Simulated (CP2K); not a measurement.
CuAu under changes of volume

One of the cells (15.351 Å³/atom); the others are scaled copies at fixed shape and fractional positions:

```
CELL_PARAMETERS angstrom
4.57073 0.00000 0.00000
3.65953 2.73850 0.00000
3.65953 1.21766 2.45289
ATOMIC_POSITIONS crystal
Au 0.00000 0.00000 0.00000
Cu 0.50000 0.50000 0.50000
```

The cell comes from a database or a generator and needn't be the stable form of this composition.

```yaml
Program: CP2K 2026.2
Functional: PBE
Potentials_or_basis: POTENTIAL_UZH Au GTH-PBE-q11, Cu GTH-PBE-q11; TZVP-MOLOPT-PBE-GTH basis
Density_cutoff: 6803 eV
k_mesh: 11 × 11 × 11
Occupations: fermi-dirac, width 0.05 eV
Spin: no spin polarisation
```

```csv
volume (Å³/atom),energy over the lowest point (meV/atom),pressure (GPa)
14.430,48.45,13.8
14.737,26.08,9.7
15.044,11.12,6.0
15.351,2.69,2.8
15.658,0.00,0.0
15.965,?,?
16.272,9.21,-4.6
```

Question: What does the run at 15.965 Å³/atom give?

Answer: Energy over the lowest point 2.38 meV/atom; pressure -2.5 GPa.

Worked out: A Birch-Murnaghan fit of order 3 (a polynomial in V^(-2/3)) to the other rows has its minimum at 15.66 Å³/atom with B0 = V·E''(V) = 134 GPa and B' = 5.5 at fixed shape and positions, which overstates the stiffness. It gives 2.38 meV/atom at 15.965 Å³/atom, against the run's 2.38, and -dE/dV = -2.5 GPa, against -2.5.

Energies are extrapolated to zero smearing.

Caveats: with these potentials and basis sets, volumes of gold and of layered tellurides can stand 1.5 % and more from those of plane-wave programs; the basis of atomic orbitals isn't converged, which shifts pressures, moduli and gaps.
